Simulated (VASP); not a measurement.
# Be (P4/mmm) in VASP: reference runs

How does Be come out in PBE? The cell is run as given.

All numbers are computed with VASP 6.6.1; they aren't measurements. Logs are shortened: lines on timing, memory, paths and dates and some standing lists are left out, and cuts for length are marked.

**1. Starting point**

Symmetry: P4/mmm, No. 123, tetragonal system. The conventional cell has a = 2.021 Å, b = 2.021 Å, c = 2.662 Å, α = 90.00°, β = 90.00°, γ = 90.00°. Around Be (site symmetry 4/mmm) lie 4 Be at 2.02 Å.

The cell was built by a generator and needn't be a form met in nature.

**2. Single point, PBE**

Input file INCAR:

```
PREC = Accurate ; ENCUT = 520
EDIFF = 1E-7 ; ISMEAR = -1
SIGMA = 0.05 ; LREAL = False
LASPH = True ; NELM = 60
ALGO = Normal ; ISIF = 2
LWAVE = False ; LCHARG = False
GGA = PE ; NBANDS = 7
```

Input file KPOINTS:

```
regular mesh
0
Gamma
  13 13 10
```

Input file POSCAR:

```
Be
1.0
    2.0208100000      0.0000000000      0.0000000000
    0.0000000000      2.0208100000      0.0000000000
    0.0000000000      0.0000000000      2.6616400000
Be
1
Direct
    0.0000000000      0.0000000000      0.5000000000
```

Potentials or basis: VASP PAW PBE potentials, release 64 (Be).

Command:

```
cat potpaw_PBE.64/Be/POTCAR > POTCAR
mpirun -np 1 vasp_std > vasp.out
```

OUTCAR:

```text
PREC = Accurate
   ENCUT = 520
   EDIFF = 1E-7
   ISMEAR = -1
   LREAL = False
   LASPH = True
   NELM = 60
   ISIF = 2
   GGA = PE

 ion  position               nearest neighbor table
   1  0.000  0.000  0.500-

  LATTYP: Found a simple tetragonal cell.
 ALAT       =     2.0208100000
 C/A-ratio  =     1.3171154141

  Lattice vectors:

 A1 = (   2.0208100000,   0.0000000000,   0.0000000000)
 A2 = (   0.0000000000,   2.0208100000,   0.0000000000)
 A3 = (   0.0000000000,   0.0000000000,   2.6616400000)

Analysis of symmetry for initial positions (statically):
=====================================================================
 Subroutine PRICEL returns:
 Original cell was already a primitive cell.

 Routine SETGRP: Setting up the symmetry group for a
 simple tetragonal supercell.

 Subroutine GETGRP returns: Found 16 space group operations
 (whereof 16 operations were pure point group operations)
 out of a pool of 16 trial point group operations.

The static configuration has the point symmetry D_4h.

Analysis of symmetry for dynamics (positions and initial velocities):
=====================================================================
 Subroutine PRICEL returns:
 Original cell was already a primitive cell.

 Routine SETGRP: Setting up the symmetry group for a
 simple tetragonal supercell.

 Subroutine GETGRP returns: Found 16 space group operations
 (whereof 16 operations were pure point group operations)
 out of a pool of 16 trial point group operations.

The dynamic configuration has the point symmetry D_4h.

 Subroutine INISYM returns: Found 16 space group operations
 (whereof 16 operations are pure point group operations),
 and found     1 'primitive' translations

----------------------------------------------------------------------------------------

                                     Primitive cell

  volume of cell :      10.8693

  direct lattice vectors                    reciprocal lattice vectors
     2.020810000  0.000000000  0.000000000     0.494851075  0.000000000  0.000000000
     0.000000000  2.020810000  0.000000000     0.000000000  0.494851075  0.000000000
     0.000000000  0.000000000  2.661640000     0.000000000  0.000000000  0.375708210

  length of vectors
     2.020810000  2.020810000  2.661640000     0.494851075  0.494851075  0.375708210

  position of ions in fractional coordinates (direct lattice)
     0.000000000  0.000000000  0.500000000

  ion indices of the primitive-cell ions
   primitive index   ion index
                 1           1

----------------------------------------------------------------------------------------

 KPOINTS: regular mesh

Automatic generation of k-mesh.
 Grid dimensions read from file:
 generate k-points for:   13   13   10

 Generating k-lattice:

  Cartesian coordinates                     Fractional coordinates (reciprocal lattice)
     0.038065467  0.000000000  0.000000000     0.076923077  0.000000000  0.000000000
     0.000000000  0.038065467  0.000000000     0.000000000  0.076923077  0.000000000
     0.000000000  0.000000000  0.037570821     0.000000000  0.000000000  0.100000000

  Length of vectors
     0.038065467  0.038065467  0.037570821

  Shift w.r.t. Gamma in fractional coordinates (k-lattice)
     0.000000000  0.000000000  0.000000000

 Subroutine IBZKPT returns following result:
 ===========================================

 Found    168 irreducible k-points:

 Following reciprocal coordinates:
            Coordinates               Weight
  0.000000  0.000000  0.000000      1.000000
  0.076923  0.000000  0.000000      4.000000
  0.153846  0.000000  0.000000      4.000000
  0.230769  0.000000  0.000000      4.000000
  0.307692  0.000000  0.000000      4.000000
  0.384615  0.000000  0.000000      4.000000
[... 16 lines left out ...]
  0.307692  0.307692  0.000000      4.000000
  0.384615  0.307692  0.000000      8.000000
 [... further k-points ...]
   k-points           NKPTS =    168   k-points in BZ     NKDIM =    168   number of bands    NBANDS=      7
   number of dos      NEDOS =    301   number of ions     NIONS =      1
   total plane-waves  NPLWV =   5120
   dimension x,y,z NGX =    16 NGY =   16 NGZ =   20
   dimension x,y,z NGXF=    32 NGYF=   32 NGZF=   40
   ions per type =               1
   NGX,Y,Z   is equivalent  to a cutoff of  13.16, 13.16, 12.49 a.u.
   NGXF,Y,Z  is equivalent  to a cutoff of  26.33, 26.33, 24.98 a.u.
 SYSTEM =  unknown system
   PREC   = accura    normal or accurate (medium, high low for compatibility)
   ISTART =      0    job   : 0-new  1-cont  2-samecut
   ICHARG =      2    charge: 1-file 2-atom 10-const
   ISPIN  =      1    spin polarized calculation?
   LNONCOLLINEAR =      F non collinear calculations
   LSORBIT =      F    spin-orbit coupling
   LASPH  =      T    aspherical Exc in radial PAW
   ENCUT  =  520.0 eV  38.22 Ry    6.18 a.u.   3.76  3.76  4.95*2*pi/ulx,y,z
   NELM   =     60;   NELMIN=  2; NELMDL= -5     # of ELM steps
   EDIFF  = 0.1E-06   stopping-criterion for ELM
   LREAL  =      F    real-space projection
   EDIFFG = 0.1E-05   stopping-criterion for IOM
   NSW    =      0    number of steps for IOM
   IBRION =     -1    ionic relax: 0-MD 1-quasi-New 2-CG
   NFREE  =      0    steps in history (QN), initial steepest desc. (CG)
   ISIF   =      2    stress and relaxation
   ISYM   =      2    0-nonsym 1-usesym 2-fastsym
   POTIM  = 0.5000    time-step for ionic-motion
   TEBEG  =    0.0;   TEEND  =   0.0 temperature during run
   PSTRESS=    0.0 pullay stress
   NELECT =       2.0000    total number of electrons
   NUPDOWN=      -1.0000    fix difference up-down
   EMIN   =  10.00;   EMAX   =-10.00  energy-range for DOS
   EFERMI =   0.00;   METHOD = LEGACY
   ISMEAR =    -1;   SIGMA  =   0.05  broadening in eV -4-tet -1-fermi 0-gaus
   EFERMI_NEDOS =   21; number of points for ismear=-14 and -15
   IALGO  =     38    algorithm
   IMIX   =      4    mixing-type and parameters
     AMIX     =   0.40;   BMIX     =  1.00
     AMIX_MAG =   1.60;   BMIX_MAG =  1.00
  volume/ion in A,a.u.               =      10.87        73.35
  Fermi-wavevector in a.u.,A,eV,Ry     =   0.931147  1.759612 11.796714  0.867034
  Thomas-Fermi vector in A             =   2.057609
   LORBIT       =      0    0 simple, 1 ext, 2 COOP (PROOUT), +10 PAW based schemes
   GGA     = PE    functional components
   LHFCALC =     F    Hartree Fock is set to
   AEXX    =    0.0000 exact exchange contribution
   IVDW    =     0    specifies the selected vdW correction
   LEPSILON=     F    determine dielectric tensor
   LRPA    =     F    only Hartree local field effects (RPA)
 non-spin polarized calculation
  energy-cutoff  :      520.00
  volume of cell :       10.87
 maximum number of plane-waves:       306
 NGX is ok and might be reduce to    16
   NGX =  7   NGY =  7   NGZ =  9

 number of electron       2.0000000 magnetization

 Free energy of the ion-electron system (eV)
  ---------------------------------------------------
  ext. energy  EPLUGINS =         0.00000000
  ---------------------------------------------------
  free energy    TOTEN  =        -2.83176557 eV

  energy without entropy =       -2.82997726  energy(sigma->0) =       -2.83087141

 E-fermi :   4.1107     XC(G=0):  -9.4681

 val. band max:        4.0762735797   @ k =   0.3846   0.3077   0.4000
 cond. band min:       4.1183151865   @ k =   0.1538   0.0000   0.3000
 fundamental gap:      0.0420416068
 Fermi energy:         4.1107214048

 k-point     1 :       0.0000    0.0000    0.0000
  band No.  band energies     occupation
      1      -4.9758      2.00000
      2       9.9788      0.00000
      3      16.4220      0.00000
      4      21.8023      0.00000
      5      21.8023      0.00000
      6      27.9189      0.00000
      7      35.2070      0.00000

 k-point     2 :       0.0769    0.0000    0.0000
  band No.  band energies     occupation
      1      -4.8105      2.00000
      2      10.1747      0.00000
      3      16.2479      0.00000
      4      20.2346      0.00000
      5      21.9738      0.00000
      6      29.8240      0.00000
      7      35.0479      0.00000

 k-point     3 :       0.1538    0.0000    0.0000
  band No.  band energies     occupation
      1      -4.3175      2.00000
      2      10.7568      0.00000
      3      14.8553      0.00000
      4      18.8422      0.00000
      5      22.4781      0.00000
      6      32.1973      0.00000
      7      35.0744      0.00000

 k-point     4 :       0.2308    0.0000    0.0000
  band No.  band energies     occupation
      1      -3.5075      2.00000
      2      11.7041      0.00000
      3      12.0979      0.00000
      4      19.1266      0.00000
      5      23.2783      0.00000
      6      31.5000      0.00000
      7      32.8037      0.00000

 k-point     5 :       0.3077    0.0000    0.0000
  band No.  band energies     occupation
      1      -2.4071      2.00000
      2       9.2333      0.00000
      3      12.9627      0.00000
      4      20.0687      0.00000
      5      24.2903      0.00000
      6      29.0878      0.00000
      7      29.6128      0.00000
[... 161 lines left out ...]
 k-point    22 :       0.4615    0.2308    0.0000
  band No.  band energies     occupation
      1       1.8685      2.00000
      2       5.7263      0.00000
      3      17.1232      0.00000
      4      18.6859      0.00000
      5      22.0318      0.00000
      6      25.9296      0.00000
      7      26.2775      0.00000

 k-point    23 :       0.3077    0.3077    0.0000
  band No.  band energies     occupation
      1       0.3123      2.00000
      2       9.3772      0.00000
      3      15.1739      0.00000
      4      15.8582      0.00000
      5      21.8982      0.00000
      6      28.2031      0.00000
      7      31.0453      0.00000

 k-point    24 :       0.3846    0.3077    0.0000
  band No.  band energies     occupation
      1       1.7320      2.00000
      2       7.9099      0.00000
      3      15.6394      0.00000
      4      17.2033      0.00000
      5      20.6139      0.00000
      6      27.2324      0.00000
      7      29.1167      0.00000

 [... further k-points ...]

------------------------ aborting loop because EDIFF is reached ----------------------------------------

  FORCE on cell =-STRESS in cart. coord.  units (eV):
  Direction    XX          YY          ZZ          XY          YZ          ZX
  --------------------------------------------------------------------------------------
  -------------------------------------------------------------------------------------
  Total        0.0111547      0.0111547      0.0119102      0.0000000      0.0000000      0.0000000
  in kB        1.6442497      1.6442497      1.7556186      0.0000000      0.0000000      0.0000000
  external PRESSURE =       1.6813727 kB  Pullay stress =       0.0000000 kB

 VOLUME and BASIS-vectors are now :
 -----------------------------------------------------------------------------
  energy-cutoff  :      520.00
  volume of cell :       10.87
      direct lattice vectors                 reciprocal lattice vectors
     2.020810000  0.000000000  0.000000000     0.494851075  0.000000000  0.000000000
     0.000000000  2.020810000  0.000000000     0.000000000  0.494851075  0.000000000
     0.000000000  0.000000000  2.661640000     0.000000000  0.000000000  0.375708210

 POSITION                                       TOTAL-FORCE (eV/Angst)
 -----------------------------------------------------------------------------------
      0.00000      0.00000      1.33082         0.000000      0.000000      0.000000
 -----------------------------------------------------------------------------------
    total drift:                                0.000000      0.000000      0.000000

  FREE ENERGIE OF THE ION-ELECTRON SYSTEM (eV)
  ---------------------------------------------------
  free  energy   TOTEN  =        -2.8317655667 eV

  energy  without entropy=       -2.8299772568  energy(sigma->0) =       -2.83087141
```

Wall time 5.8 s (1 thread of Intel Xeon Platinum 8259CL at 2.50GHz (Skylake/Cascade Lake), shared host); peak memory 0.12 GiB.

Results:

```yaml
Free_energy: -2.8318 eV
Pressure: 0.2 GPa
Band_gap_on_the_k_mesh: none (metal or under the smearing width)
```
